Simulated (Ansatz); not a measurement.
AlN (P6_3mc) at 2 levels of theory

One geometry, relaxed with PBE; plane waves with PAW potentials in Ansatz, scalar-relativistic. No spin polarisation. Gaps are the least over mesh and band path; pressure is positive in compression.

```cif
data_structure
_symmetry_space_group_name_H-M 'P 1'
_symmetry_Int_Tables_number 1
_cell_length_a 3.1182
_cell_length_b 3.1182
_cell_length_c 15.1984
_cell_angle_alpha 90.000
_cell_angle_beta 90.000
_cell_angle_gamma 120.000
_cell_volume 127.98
loop_
_atom_site_label
_atom_site_type_symbol
_atom_site_fract_x
_atom_site_fract_y
_atom_site_fract_z
_atom_site_occupancy
Al1 Al 0.00000 0.00000 0.18764 1
Al2 Al 0.00000 0.00000 0.68764 1
Al3 Al 0.33333 0.66667 0.52055 1
Al4 Al 0.66667 0.33333 0.02055 1
Al5 Al 0.33333 0.66667 0.85340 1
Al6 Al 0.66667 0.33333 0.35340 1
N1 N 0.00000 0.00000 0.31279 1
N2 N 0.00000 0.00000 0.81279 1
N3 N 0.33333 0.66667 0.97926 1
N4 N 0.66667 0.33333 0.47926 1
N5 N 0.33333 0.66667 0.64637 1
N6 N 0.66667 0.33333 0.14637 1
```

```json
{"level": "PBE", "cutoff (eV)": "420", "k mesh": "12×12×2", "gap (eV)": "3.80", "pressure (GPa)": "0.0"}
```

Problem. What comes out on the same cell with r2SCAN?

Solution.
```json
{"level": "r2SCAN", "cutoff (eV)": "500", "k mesh": "12×12×2", "gap (eV)": "4.41", "pressure (GPa)": "-4.6"}
```

It was reached by relaxing an invented guess, and it needn't be the stable form of this composition.
